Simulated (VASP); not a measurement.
Wanted: the native input for a VASP 6.6.1 run.

```
Task                   : band structure
Functional             : r2SCAN
Potentials or basis    : VASP PAW PBE potentials, release 64 (Mg, O)
Cutoff                 : 520 eV
k mesh                 : 10 × 10 × 10
Occupations            : gaussian, width 0.02 eV
Spin                   : no spin polarisation
Ladder                 : gaps
Further INCAR settings : ALGO = Normal; EDIFF = 1e-06; NBANDS = 14
```

The structure of MgO2 lies in POSCAR:

```
MgO2
1.0
    1.6047610160      0.9265092046      3.4939788749
   -1.6047610160      0.9265092046      3.4939788749
    0.0000000000     -1.8530184092      3.4939788749
Mg O
1 2
Direct
    0.0000000000      0.0000000000      0.0000000000
    0.5712140000      0.5712140000      0.5712140000
    0.4287860000      0.4287860000      0.4287860000
```

The cell comes from a database or a generator and needn't be the stable form of this composition.

One way to write it, as run:

INCAR

```
SYSTEM = MgO2
ALGO = Normal ; EDIFF = 1E-6
ENCUT = 520 ; ISIF = 2
ISMEAR = 0 ; LASPH = .TRUE.
LCHARG = .FALSE. ; LMIXTAU = .TRUE.
LREAL = .FALSE. ; LWAVE = .FALSE.
METAGGA = R2SCAN ; NBANDS = 14
NELM = 80 ; PREC = Accurate
SIGMA = 0.02
```

KPOINTS

```
k-points
0
G
  10 10 10
  0 0 0
```

KPOINTS_OPT

```
path GLB1,BZGX,QFP1Z,LP
20
line-mode
reciprocal
 0.0000000000  0.0000000000  0.0000000000  G
 0.5000000000  0.0000000000  0.0000000000  L

 0.5000000000  0.0000000000  0.0000000000  L
 0.5000000000  0.2135445148 -0.2135445148  B1

 0.7864554852  0.5000000000  0.2135445148  B
 0.5000000000  0.5000000000  0.5000000000  Z

 0.5000000000  0.5000000000  0.5000000000  Z
 0.0000000000  0.0000000000  0.0000000000  G

 0.0000000000  0.0000000000  0.0000000000  G
 0.3567722574  0.0000000000 -0.3567722574  X

 0.6432277426  0.3567722574  0.0000000000  Q
 0.5000000000  0.5000000000  0.0000000000  F

 0.5000000000  0.5000000000  0.0000000000  F
 0.6432277426  0.6432277426  0.2135445148  P1

 0.6432277426  0.6432277426  0.2135445148  P1
 0.5000000000  0.5000000000  0.5000000000  Z

 0.5000000000  0.0000000000  0.0000000000  L
 0.7864554852  0.3567722574  0.3567722574  P
```

Potentials or basis: VASP PAW PBE potentials, release 64 (Mg, O).

Command:

```bash
$ cat potpaw_PBE.64/Mg/POTCAR potpaw_PBE.64/O/POTCAR > POTCAR
$ mpirun -np 1 vasp_std > vasp.out
```

It gave:

```json
{
 "Pressure": "-5.8 GPa",
 "Largest force": "0.050 eV/Å",
 "Band gap on the k mesh": "2.92 eV, direct",
 "Band gap along the path": "2.92 eV, direct"
}
```

Caveat: the PAW data sets were made with another functional, which shifts forces and pressure a little.

Run time: 3.9 min on 1 thread of Intel(R) Xeon(R) 6975P-C (Granite Rapids), with other jobs on the host, peak memory 0.21 GiB.
